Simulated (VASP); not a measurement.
# ZnS (P6_3mc) in VASP: further runs

The runs below take ZnS through single point, with PBE exchange alone, r2SCAN+rVV10, revPBE+D3(BJ), PBEsol, LDA.

All numbers are computed with VASP 6.6.1; they aren't measurements. Logs are shortened: lines on timing, memory, paths and dates and some standing lists are left out, and cuts for length are marked.

**Experimental background.**

From a printed reference work, monograph, for a bulk crystal of ZnS at 4 K: band gap 3.911 eV (direct).

The results are compared with them further down.

### Step 1. The cell of the first run

Symmetry: P6_3mc, No. 186, hexagonal system. The conventional cell has a = 3.887 Å, b = 3.887 Å, c = 19.057 Å, α = 90.00°, β = 90.00°, γ = 120.00°. Within 3.1 Å of Zn (site symmetry 3m) lie 4 S at 2.38 Å. Within 3.1 Å of Zn (site symmetry 3m) lie 4 S at 2.38 Å. Within 3.1 Å of Zn (site symmetry 3m) lie 4 S at 2.38 Å. Within 3.1 Å of S (site symmetry 3m) lie 4 Zn at 2.38 Å. Within 3.1 Å of S (site symmetry 3m) lie 4 Zn at 2.38 Å. Within 3.1 Å of S (site symmetry 3m) lie 4 Zn at 2.38 Å.

### Step 2. Single point, PBE exchange alone

File INCAR:

```
PREC = Accurate
ENCUT = 520
EDIFF = 1E-6
ISMEAR = -1
SIGMA = 0.05
LREAL = F
LASPH = T
NELM = 60
ALGO = Normal
ISIF = 2
LWAVE = F
LCHARG = F
GGA = PE
ALDAC = 0.0
AGGAC = 0.0
NBANDS = 66
```

File KPOINTS:

```
regular mesh
0
Gamma
  8 8 2
```

File POSCAR:

```
ZnS
1.0
    3.8867640791      0.0000000000      0.0000000000
   -1.9433820395      3.3660364310      0.0000000000
    0.0000000000      0.0000000000     19.0565534549
Zn S
6 6
Direct
    0.3333333333      0.6666666667      0.8333300000
    0.6666666667      0.3333333333      0.3333300000
    0.6666666667      0.3333333333      0.6666700000
    0.3333333333      0.6666666667      0.1666700000
    0.0000000000      0.0000000000      0.5000000000
    0.0000000000      0.0000000000      0.0000000000
    0.3333333333      0.6666666667      0.9583300000
    0.6666666667      0.3333333333      0.4583300000
    0.6666666667      0.3333333333      0.7916700000
    0.3333333333      0.6666666667      0.2916700000
    0.0000000000      0.0000000000      0.6250000000
    0.0000000000      0.0000000000      0.1250000000
```

Potentials or basis: VASP PAW PBE potentials, release 64 (Zn, S).

Started as:

```bash
> cat potpaw_PBE.64/Zn/POTCAR potpaw_PBE.64/S/POTCAR > POTCAR
> mpirun -np 1 vasp_std > vasp.out
```

OUTCAR:

```text
PREC = Accurate
   ENCUT = 520
   EDIFF = 1E-6
   ISMEAR = -1
   LREAL = F
   LASPH = T
   NELM = 60
   ISIF = 2
   GGA = PE

 ion  position               nearest neighbor table
   1  0.333  0.667  0.833-   9 2.38   9 2.38   9 2.38   7 2.38
   2  0.667  0.333  0.333-  10 2.38  10 2.38  10 2.38   8 2.38
   3  0.667  0.333  0.667-  11 2.38  11 2.38  11 2.38   9 2.38
   4  0.333  0.667  0.167-  12 2.38  12 2.38  12 2.38  10 2.38
   5  0.000  0.000  0.500-   8 2.38   8 2.38   8 2.38  11 2.38
   6  0.000  0.000  0.000-   7 2.38   7 2.38   7 2.38  12 2.38
   7  0.333  0.667  0.958-   6 2.38   6 2.38   6 2.38   1 2.38
   8  0.667  0.333  0.458-   5 2.38   5 2.38   5 2.38   2 2.38
   9  0.667  0.333  0.792-   1 2.38   1 2.38   1 2.38   3 2.38
  10  0.333  0.667  0.292-   2 2.38   2 2.38   2 2.38   4 2.38
  11  0.000  0.000  0.625-   3 2.38   3 2.38   3 2.38   5 2.38
  12  0.000  0.000  0.125-   4 2.38   4 2.38   4 2.38   6 2.38

  LATTYP: Found a hexagonal cell.
 ALAT       =     3.8867640791
 C/A-ratio  =     4.9029354669

  Lattice vectors:

 A1 = (   3.8867640791,   0.0000000000,   0.0000000000)
 A2 = (  -1.9433820395,   3.3660364310,   0.0000000000)
 A3 = (   0.0000000000,   0.0000000000,  19.0565534549)

Analysis of symmetry for initial positions (statically):
=====================================================================
 Subroutine PRICEL returns:
 Original cell was already a primitive cell.

 Routine SETGRP: Setting up the symmetry group for a
 hexagonal supercell.

 Subroutine GETGRP returns: Found 12 space group operations
 (whereof  6 operations were pure point group operations)
 out of a pool of 24 trial point group operations.

The static configuration has the point symmetry C_3v.
 The point group associated with its full space group is C_6v.

Analysis of symmetry for dynamics (positions and initial velocities):
=====================================================================
 Subroutine PRICEL returns:
 Original cell was already a primitive cell.

 Routine SETGRP: Setting up the symmetry group for a
 hexagonal supercell.

 Subroutine GETGRP returns: Found 12 space group operations
 (whereof  6 operations were pure point group operations)
 out of a pool of 24 trial point group operations.

The dynamic configuration has the point symmetry C_3v.
 The point group associated with its full space group is C_6v.

 Subroutine INISYM returns: Found 12 space group operations
 (whereof  6 operations are pure point group operations),
 and found     1 'primitive' translations

----------------------------------------------------------------------------------------

                                     Primitive cell

  volume of cell :     249.3167

  direct lattice vectors                    reciprocal lattice vectors
     3.886764079  0.000000000  0.000000000     0.257283432  0.148542658  0.000000000
    -1.943382040  3.366036431  0.000000000     0.000000000  0.297085317  0.000000000
     0.000000000  0.000000000 19.056553455     0.000000000  0.000000000  0.052475386

  length of vectors
     3.886764079  3.886764079 19.056553455     0.297085317  0.297085317  0.052475386

  position of ions in fractional coordinates (direct lattice)
     0.333333333  0.666666667  0.833330000
     0.666666667  0.333333333  0.333330000
     0.666666667  0.333333333  0.666670000
     0.333333333  0.666666667  0.166670000
     0.000000000  0.000000000  0.500000000
     0.000000000  0.000000000  0.000000000
     0.333333333  0.666666667  0.958330000
     0.666666667  0.333333333  0.458330000
     0.666666667  0.333333333  0.791670000
     0.333333333  0.666666667  0.291670000
     0.000000000  0.000000000  0.625000000
     0.000000000  0.000000000  0.125000000

  ion indices of the primitive-cell ions
   primitive index   ion index
                 1           1
                 2           2
                 3           3
                 4           4
                 5           5
                 6           6
                 7           7
                 8           8
                 9           9
                10          10
                11          11
                12          12

----------------------------------------------------------------------------------------

 KPOINTS: regular mesh

Automatic generation of k-mesh.
 Grid dimensions read from file:
 generate k-points for:    8    8    2

 Generating k-lattice:

  Cartesian coordinates                     Fractional coordinates (reciprocal lattice)
     0.032160429  0.018567832  0.000000000     0.125000000  0.000000000  0.000000000
     0.000000000  0.037135665  0.000000000     0.000000000  0.125000000  0.000000000
     0.000000000  0.000000000  0.026237693     0.000000000  0.000000000  0.500000000

  Length of vectors
     0.037135665  0.037135665  0.026237693

  Shift w.r.t. Gamma in fractional coordinates (k-lattice)
     0.000000000  0.000000000  0.000000000

 Subroutine IBZKPT returns following result:
 ===========================================

 Found     20 irreducible k-points:

 Following reciprocal coordinates:
            Coordinates               Weight
  0.000000  0.000000  0.000000      1.000000
  0.125000 -0.000000  0.000000      6.000000
  0.250000 -0.000000  0.000000      6.000000
  0.375000  0.000000  0.000000      6.000000
  0.500000 -0.000000  0.000000      3.000000
  0.125000  0.125000  0.000000      6.000000
[... 12 lines left out ...]
  0.250000  0.250000  0.500000      6.000000
  0.375000  0.250000  0.500000      6.000000
   k-points           NKPTS =     20   k-points in BZ     NKDIM =     20   number of bands    NBANDS=     66
   number of dos      NEDOS =    301   number of ions     NIONS =     12
   total plane-waves  NPLWV = 129600
   dimension x,y,z NGX =    30 NGY =   30 NGZ =  144
   dimension x,y,z NGXF=    60 NGYF=   60 NGZF=  288
   ions per type =               6   6
   NGX,Y,Z   is equivalent  to a cutoff of  12.83, 12.83, 12.56 a.u.
   NGXF,Y,Z  is equivalent  to a cutoff of  25.66, 25.66, 25.12 a.u.
 SYSTEM =  unknown system
   PREC   = accura    normal or accurate (medium, high low for compatibility)
   ISTART =      0    job   : 0-new  1-cont  2-samecut
   ICHARG =      2    charge: 1-file 2-atom 10-const
   ISPIN  =      1    spin polarized calculation?
   LNONCOLLINEAR =      F non collinear calculations
   LSORBIT =      F    spin-orbit coupling
   LASPH  =      T    aspherical Exc in radial PAW
   ENCUT  =  520.0 eV  38.22 Ry    6.18 a.u.   7.23  7.23 35.43*2*pi/ulx,y,z
   NELM   =     60;   NELMIN=  2; NELMDL= -5     # of ELM steps
   EDIFF  = 0.1E-05   stopping-criterion for ELM
   LREAL  =      F    real-space projection
   EDIFFG = 0.1E-04   stopping-criterion for IOM
   NSW    =      0    number of steps for IOM
   IBRION =     -1    ionic relax: 0-MD 1-quasi-New 2-CG
   NFREE  =      0    steps in history (QN), initial steepest desc. (CG)
   ISIF   =      2    stress and relaxation
   ISYM   =      2    0-nonsym 1-usesym 2-fastsym
   POTIM  = 0.5000    time-step for ionic-motion
   TEBEG  =    0.0;   TEEND  =   0.0 temperature during run
   PSTRESS=    0.0 pullay stress
   NELECT =     108.0000    total number of electrons
   NUPDOWN=      -1.0000    fix difference up-down
   EMIN   =  10.00;   EMAX   =-10.00  energy-range for DOS
   EFERMI =   0.00;   METHOD = LEGACY
   ISMEAR =    -1;   SIGMA  =   0.05  broadening in eV -4-tet -1-fermi 0-gaus
   EFERMI_NEDOS =   21; number of points for ismear=-14 and -15
   IALGO  =     38    algorithm
   IMIX   =      4    mixing-type and parameters
     AMIX     =   0.40;   BMIX     =  1.00
     AMIX_MAG =   1.60;   BMIX_MAG =  1.00
  volume/ion in A,a.u.               =      20.78       140.21
  Fermi-wavevector in a.u.,A,eV,Ry     =   1.238699  2.340801 20.876427  1.534374
  Thomas-Fermi vector in A             =   2.373213
   LORBIT       =      0    0 simple, 1 ext, 2 COOP (PROOUT), +10 PAW based schemes
   GGA     = PE    functional components
   LHFCALC =     F    Hartree Fock is set to
   AEXX    =    0.0000 exact exchange contribution
   IVDW    =     0    specifies the selected vdW correction
   LEPSILON=     F    determine dielectric tensor
   LRPA    =     F    only Hartree local field effects (RPA)
 non-spin polarized calculation
  energy-cutoff  :      520.00
  volume of cell :      249.32
 maximum number of plane-waves:      6749
 NGX is ok and might be reduce to    30
   NGX = 15   NGY = 15   NGZ = 71

 number of electron     108.0000068 magnetization

 Free energy of the ion-electron system (eV)
  ---------------------------------------------------
  ext. energy  EPLUGINS =         0.00000000
  ---------------------------------------------------
  free energy    TOTEN  =       -27.52092932 eV

  energy without entropy =      -27.52092932  energy(sigma->0) =      -27.52092932

 E-fermi :   4.1052     XC(G=0):  -7.8315

 val. band max:        3.0980816883   @ k =   0.0000   0.0000   0.0000
 cond. band min:       5.0298345175   @ k =   0.0000   0.0000   0.0000
 fundamental gap:      1.9317528292
 Fermi energy:         4.1052042172

 k-point     1 :       0.0000    0.0000    0.0000
  band No.  band energies     occupation
      1      -9.6940      2.00000
      2      -9.5143      2.00000
      3      -9.5065      2.00000
      4      -9.1029      2.00000
      5      -9.0954      2.00000
      6      -8.8650      2.00000
[... 58 lines left out ...]
     65       9.6029      0.00000
     66       9.7158      0.00000

 k-point     2 :       0.1250   -0.0000    0.0000
  band No.  band energies     occupation
      1      -9.5997      2.00000
      2      -9.4278      2.00000
      3      -9.4201      2.00000
      4      -9.0372      2.00000
      5      -9.0297      2.00000
      6      -8.8136      2.00000
[... 58 lines left out ...]
     65       9.7481      0.00000
     66       9.7936      0.00000

 k-point     3 :       0.2500   -0.0000    0.0000
  band No.  band energies     occupation
      1      -9.3480      2.00000
      2      -9.2014      2.00000
      3      -9.1936      2.00000
      4      -8.8754      2.00000
      5      -8.8682      2.00000
      6      -8.6946      2.00000
[... 1162 lines left out ...]
     65       9.6437      0.00000
     66       9.6437      0.00000

 k-point    20 :       0.3750    0.2500    0.5000
  band No.  band energies     occupation
      1      -8.7231      2.00000
      2      -8.7231      2.00000
      3      -8.6683      2.00000
      4      -8.6683      2.00000
      5      -8.6166      2.00000
      6      -8.6166      2.00000
[... 58 lines left out ...]
     65       9.7585      0.00000
     66       9.7585      0.00000

------------------------ aborting loop because EDIFF is reached ----------------------------------------

  FORCE on cell =-STRESS in cart. coord.  units (eV):
  Direction    XX          YY          ZZ          XY          YZ          ZX
  --------------------------------------------------------------------------------------
  -------------------------------------------------------------------------------------
  Total       11.2047529     11.2047529     11.4029583      0.0000000      0.0000000     -0.0000000
  in kB       72.0048112     72.0048112     73.2785335      0.0000000      0.0000000     -0.0000000
  external PRESSURE =      72.4293853 kB  Pullay stress =       0.0000000 kB

 VOLUME and BASIS-vectors are now :
 -----------------------------------------------------------------------------
  energy-cutoff  :      520.00
  volume of cell :      249.32
      direct lattice vectors                 reciprocal lattice vectors
     3.886764079  0.000000000  0.000000000     0.257283432  0.148542658  0.000000000
    -1.943382040  3.366036431  0.000000000     0.000000000  0.297085317  0.000000000
     0.000000000  0.000000000 19.056553455     0.000000000  0.000000000  0.052475386

 POSITION                                       TOTAL-FORCE (eV/Angst)
 -----------------------------------------------------------------------------------
     -0.00000      2.24402     15.88040        -0.000000     -0.000000      0.002599
      1.94338      1.12201      6.35212        -0.000000      0.000000      0.002599
      1.94338      1.12201     12.70443        -0.000000     -0.000000      0.021235
     -0.00000      2.24402      3.17616        -0.000000     -0.000000      0.021235
      0.00000      0.00000      9.52828        -0.000000      0.000000     -0.004348
      0.00000      0.00000      0.00000        -0.000000     -0.000000     -0.004348
     -0.00000      2.24402     18.26247         0.000000     -0.000000     -0.037529
      1.94338      1.12201      8.73419         0.000000      0.000000     -0.037529
      1.94338      1.12201     15.08650         0.000000     -0.000000     -0.004679
     -0.00000      2.24402      5.55822        -0.000000     -0.000000     -0.004679
      0.00000      0.00000     11.91035        -0.000000     -0.000000      0.022723
      0.00000      0.00000      2.38207        -0.000000     -0.000000      0.022723
 -----------------------------------------------------------------------------------
    total drift:                               -0.000001     -0.000001      0.000831

  FREE ENERGIE OF THE ION-ELECTRON SYSTEM (eV)
  ---------------------------------------------------
  free  energy   TOTEN  =       -27.5209293201 eV

  energy  without entropy=      -27.5209293198  energy(sigma->0) =      -27.52092932
```

It took 5.3 min on 1 thread of AMD EPYC 7R13 (Zen 3), shared host; peak memory 0.44 GiB.

What came out:

* Free energy: -27.5209 eV
* Pressure: 7.2 GPa
* Largest force: 0.038 eV/Å
* Band gap on the k mesh: 1.93 eV

Forces in eV/Å, atoms in the order of the input:
```
Zn   0.000  0.000  0.003
Zn   0.000  0.000  0.003
Zn   0.000  0.000  0.021
Zn   0.000  0.000  0.021
Zn   0.000  0.000 -0.004
Zn   0.000  0.000 -0.004
S    0.000  0.000 -0.038
S    0.000  0.000 -0.038
S    0.000  0.000 -0.005
S    0.000  0.000 -0.005
S    0.000  0.000  0.023
S    0.000  0.000  0.023
```

Stress tensor (GPa, compression positive):
```
7.20 0.00 0.00
0.00 7.20 0.00
0.00 0.00 7.33
```

Levels at points of the mesh, in eV from the valence-band top:
```tsv
k point	band 50	band 51	band 52	band 53	band 54	band 55	band 56	band 57	band 58	band 59
(0.00, 0.00, 0.00)	-0.22	-0.22	-0.02	0.00	0.00	1.93	3.01	3.13	3.15	3.22
(0.50, 0.00, 0.00)	-1.36	-1.15	-1.14	-0.98	-0.80	3.37	3.61	3.73	3.92	4.13
(0.00, 0.00, 0.50)	-0.43	-0.06	-0.06	-0.06	-0.06	2.41	2.41	3.17	3.17	3.36
(0.50, 0.00, 0.50)	-1.46	-1.10	-1.10	-0.89	-0.89	3.39	3.39	3.89	3.89	4.20
```

Caveat: the cell stands under pressure.

### Step 3. Single point, r2SCAN+rVV10

POSCAR is that of step 2.

File INCAR.step1:

```
ALGO     = Normal         # electronic algorithm
EDIFF    = 1E-4           # SCF threshold, eV
ENCUT    = 520            # plane-wave cutoff, eV
GGA      = PE             # functional
ISMEAR   = -1             # smearing method
LASPH    = True           # aspherical terms in the spheres
LCHARG   = False          # write CHGCAR
LREAL    = False          # projectors in reciprocal space
LWAVE    = True           # write WAVECAR
NBANDS   = 66             # bands
NELM     = 60             # most SCF steps
PREC     = Accurate       # precision mode
SIGMA    = 0.05           # smearing width, eV
```

File INCAR.step2:

```
ALGO     = Normal         # electronic algorithm
BPARAM   = 11.95        
CPARAM   = 0.0093       
EDIFF    = 1E-6           # SCF threshold, eV
ENCUT    = 520            # plane-wave cutoff, eV
ISIF     = 2              # what is computed and relaxed
ISMEAR   = -1             # smearing method
ISTART   = 1            
IVDW_NL  = 2            
LASPH    = True           # aspherical terms in the spheres
LCHARG   = True           # write CHGCAR
LELF     = True           # ELF
LMIXTAU  = True         
LREAL    = False          # projectors in reciprocal space
LUSE_VDW = True         
LVHAR    = True         
LWAVE    = False          # write WAVECAR
METAGGA  = R2SCAN         # meta-GGA
NBANDS   = 66             # bands
NELM     = 60             # most SCF steps
PREC     = Accurate       # precision mode
SIGMA    = 0.05           # smearing width, eV
```

File KPOINTS:

```
k-points
0
Gamma
  8 8 2
```

Potentials or basis: VASP PAW PBE potentials, release 64 (Zn, S).

Started as:

```bash
> cat potpaw_PBE.64/Zn/POTCAR potpaw_PBE.64/S/POTCAR > POTCAR
> cp INCAR.step1 INCAR
> mpirun -np 1 vasp_std > vasp.out
> cp INCAR.step2 INCAR
> mpirun -np 1 vasp_std > vasp.out
```

Wall time 23 min (1 thread of Intel Xeon Platinum 8488C (Sapphire Rapids), shared host); peak memory 0.97 GiB.

It converged, with:

| Property | Result |
| --- | --- |
| Free energy | -109.8754 eV |
| Pressure | -4.9 GPa |
| Largest force | 0.034 eV/Å |
| Band gap on the k mesh | 2.41 eV |

Forces in eV/Å, atoms in the order of the input:
```
Zn   0.000  0.000 -0.011
Zn   0.000  0.000 -0.011
Zn   0.000  0.000 -0.005
Zn   0.000  0.000 -0.005
Zn   0.000  0.000 -0.012
Zn   0.000  0.000 -0.012
S    0.000  0.000 -0.014
S    0.000  0.000 -0.014
S    0.000  0.000  0.008
S    0.000  0.000  0.008
S    0.000  0.000  0.034
S    0.000  0.000  0.034
```

Levels at points of the mesh, in eV from the valence-band top:
| k point | band 52 | band 53 | band 54 | band 55 | band 56 | band 57 |
| --- | --- | --- | --- | --- | --- | --- |
| (0.00, 0.00, 0.00) | -0.02 | 0.00 | 0.00 | 2.41 | 3.49 | 3.59 |
| (0.50, 0.00, 0.00) | -1.18 | -1.02 | -0.82 | 3.78 | 3.92 | 3.96 |
| (0.00, 0.00, 0.50) | -0.06 | -0.06 | -0.06 | 2.87 | 2.87 | 3.63 |
| (0.50, 0.00, 0.50) | -1.14 | -0.92 | -0.92 | 3.72 | 3.72 | 4.22 |

Caveat: the cell stands under tension; the PAW data sets were made with another functional, which shifts forces and pressure a little. r2SCAN opens gaps a little over a GGA but as a rule still falls short of measured ones.

(Continued in part 2 of 2.)
